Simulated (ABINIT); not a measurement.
A calculation with ABINIT 10.8.3 (patched build) of B (ASE script, structure from a P1 CIF):

Contents of run.py:

```python
import json, os
import numpy as np
from ase.units import GPa
from ase.calculators.abinit import Abinit, AbinitProfile
from ase.io import read

atoms = read('B.cif')

profile = AbinitProfile(command='abinit', pp_paths=[os.path.abspath('pseudos')])
params = dict(
    pps='pawxml', xc='PBE',
    ecut=408.1708,
    pawecutdg=816.3416,
    pawxcdev=0,
    kptopt=1,
    ngkpt=[14, 14, 14],
    nshiftk=1,
    shiftk=[0.0, 0.0, 0.0],
    ixc=11,
    nband=6,
    occopt=3,
    tsmear=0.05,
    nstep=100,
    tolvrs=1e-09,
    prtwf=0,
    prtden=0,
)

atoms.calc = Abinit(profile=profile, directory='run', **params)
energy = atoms.get_potential_energy()
forces = atoms.get_forces()
stress = atoms.get_stress()
print(f'energy {energy:.6f} eV')
print('forces (eV/A)')
print(np.round(forces, 5))
print('stress (GPa, Voigt, tension positive)', np.round(stress / GPa, 4))
json.dump(dict(energy=energy, forces=forces.tolist(), stress=stress.tolist(), cell=atoms.cell.tolist(), frac=atoms.get_scaled_positions(wrap=False).tolist()), open('results.json', 'w'))
```

The input B.cif:

```cif
data_B
_cell_length_a 1.88524000
_cell_length_b 1.88524000
_cell_length_c 1.88524000
_cell_angle_alpha 90.00000000
_cell_angle_beta 90.00000000
_cell_angle_gamma 90.00000000
_space_group_name_H-M_alt 'P1'
_space_group_name_Hall 'P 1'
_space_group_IT_number 1
loop_
_space_group_symop_operation_xyz
'x,y,z'
loop_
_atom_site_label
_atom_site_type_symbol
_atom_site_symmetry_multiplicity
_atom_site_Wyckoff_symbol
_atom_site_fract_x
_atom_site_fract_y
_atom_site_fract_z
_atom_site_occupancy
B1 B 1 a 0.5000000000 0.5000000000 0.5000000000 1
```

Potentials or basis: JTH PAW PBE v2.0.

Command:

```console
$ python run.py
```

The cell was built by a generator and needn't be a form met in nature.

Question: Write the same calculation in another form: native input, structure from a POSCAR.

Answer: As run:

The input run.abi:

```
# Pseudopotentials
pp_dirpath "./"
pseudos "B.GGA_PBE-JTH.xml"

# Structure
structure "poscar:POSCAR"
natom 1

# Plane-wave basis
ecut 15.0
pawecutdg 30.0
pawxcdev 0

# k points
kptopt 1
ngkpt 14 14 14
nshiftk 1
shiftk 0.0 0.0 0.0

# Exchange and correlation
ixc 11

# Bands and occupations
nband 6
occopt 3
tsmear 0.05 eV

# SCF cycle
nstep 100
tolvrs 1.0e-9

# Output
iomode 3
prtwf 0
prtden 0
prteig 0
prtebands 0
enunit 2
```

The input POSCAR:

```
B
1.0
    1.8852400000      0.0000000000      0.0000000000
    0.0000000000      1.8852400000      0.0000000000
    0.0000000000      0.0000000000      1.8852400000
B
1
Direct
    0.5000000000      0.5000000000      0.5000000000  B
```

Potentials or basis: JTH PAW PBE v2.0.

Command:

```console
$ abinit run.abi > log 2>&1
```

Both were run:

|  | ASE script, structure from a P1 CIF | native input, structure from a POSCAR |
| --- | --- | --- |
| Pressure | 0.3 GPa | 0.3 GPa |
| Band gap on the k mesh | none (metal or under the smearing width) | none (metal or under the smearing width) |
| Valence electrons inside the program's atomic spheres | B 1.78 (radii [0.9029] Å) | B 1.78 (radii [0.9029] Å) |

Keys that steer only the numerical path or the files written may differ.
